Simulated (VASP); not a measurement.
A run of VASP 6.6.1:

INCAR

```
SYSTEM = WS2
  ALGO = Fast
  EDIFF = 1E-7
  ENCUT = 520
  GGA = PE
  ISIF = 2
  ISMEAR = 0
  IVDW = 12
  LASPH = .TRUE.
  LCHARG = .FALSE.
  LREAL = .FALSE.
  LWAVE = .FALSE.
  NBANDS = 20
  NELM = 100
  PREC = Accurate
  SIGMA = 0.05
```

File KPOINTS:

```
k-points
0
G
  12 12 12
  0 0 0
```

File POSCAR:

```
WS2
1.0
    1.5790003843      0.9116362969      5.8551635000
   -1.5790003843      0.9116362969      5.8551635000
    0.0000000000     -1.8232725938      5.8551635000
W S
1 2
Direct
    0.0000000000      0.0000000000      0.0000000000
    0.7503000000      0.7503000000      0.7503000000
    0.5810000000      0.5810000000      0.5810000000
```

Potentials or basis: VASP PAW PBE potentials, release 64 (W_sv, S).

Launch:

```sh
$ cat potpaw_PBE.64/W_sv/POTCAR potpaw_PBE.64/S/POTCAR > POTCAR
$ mpirun -np 1 vasp_std > vasp.out
```

Hardware: 1 thread of AMD EPYC 9R45 (Zen 5), on a shared host.

Problem. How long does it take, and how much memory?

Solution. It took 8.9 min on 1 thread of AMD EPYC 9R45 (Zen 5) (shared host), peak memory 0.41 GiB. Counts: scf iterations 16, k points 189.
